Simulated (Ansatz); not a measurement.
**Sb: a sweep of LAPW's basis error target**

How much do the results for Sb depend on LAPW's basis error target?

Method: DFT, PBE, all-electron LAPW, scalar-relativistic, in Ansatz 0.2.0.

### Step 1. The system as given

It takes space group Fm-3m (No. 225, cubic). Conventional cell: a = 4.610 Å, b = 4.610 Å, c = 4.610 Å, α = 90.00°, β = 90.00°, γ = 90.00°. Sb (site symmetry m-3m) has 12 Sb at 3.26 Å in its first shell of neighbours.

As a file:

```
Sb
1.0
     0.00000    2.30500    2.30500
     2.30500    0.00000    2.30500
     2.30500    2.30500    0.00000
Sb
1
Cartesian
  0.0000 0.0000 0.0000
```

The geometry is a database entry used as it stands. It may stem from high pressure or temperature, or be incomplete, so it serves as a test cell.

### Step 2. With basis error target 0.03 eV/atom

Contents of input.yaml:

```yaml
crystal:
  lattice:
    - [0.0, 2.305, 2.305]
    - [2.305, 0.0, 2.305]
    - [2.305, 2.305, 0.0]
  atoms:
    - { symbol: Sb, position: [0.0, 0.0, 0.0] }
kpoints:
  mp_grid: { grid: [12, 12, 12] }
scf:
  occupations: { method: fermi_dirac, width: 0.05 }
hamiltonian:
  xc: pbe
  pseudopotentials: { kind: all_electron, lapw: { basis_error: 0.03 } }
output:
  forces: true
  stress: true
  eigenvalues: true
```

Started as:

```console
ansatz run input.yaml --threads 1 --pin off --max-ram 2048MiB --backend cpu --events-out ev --progress --plain --runs-dir out
```

### Step 3. With basis error target 0.01 eV/atom

input.yaml, as its differences from that of step 2:

```diff
@@ -13,3 +13,3 @@
   xc: pbe
-  pseudopotentials: { kind: all_electron, lapw: { basis_error: 0.03 } }
+  pseudopotentials: { kind: all_electron, lapw: { basis_error: 0.01 } }
 output:
```

### Step 4. With basis error target 0.003 eV/atom

input.yaml, as its differences from that of step 3:

```diff
@@ -13,3 +13,3 @@
   xc: pbe
-  pseudopotentials: { kind: all_electron, lapw: { basis_error: 0.01 } }
+  pseudopotentials: { kind: all_electron, lapw: { basis_error: 0.003 } }
 output:
```

### Step 5. With basis error target 0.0001 eV/atom

input.yaml, as its differences from that of step 4:

```diff
@@ -13,3 +13,3 @@
   xc: pbe
-  pseudopotentials: { kind: all_electron, lapw: { basis_error: 0.003 } }
+  pseudopotentials: { kind: all_electron, lapw: { basis_error: 0.0001 } }
 output:
```

(Steps that only read results are left out.)

Q: Predict the outcome of this session. Wanted: energy error of the loosest run; pressure, lowest to highest.

As calculated:

```
                              quantity                     value
energy error of the loosest run (LAPW)              5.6 meV/atom
                within 1 meV/atom from  basis error target 0.003
    pressure, lowest to highest (LAPW)          8.71 to 8.79 GPa
```

The loosest usable run is off by 5.6 meV/atom from the tightest; from basis error target 0.003 on, all lie within 1 meV/atom of it. The energy falls at every step, as a growing basis should make it. The pressure spans 0.09 GPa (LAPW). The tightest run took 8.8 s against 3 s for the loosest. Spin-orbit coupling is left out, though the cell holds Sb; in elements this heavy it can shift bands and gaps by tenths of an eV.
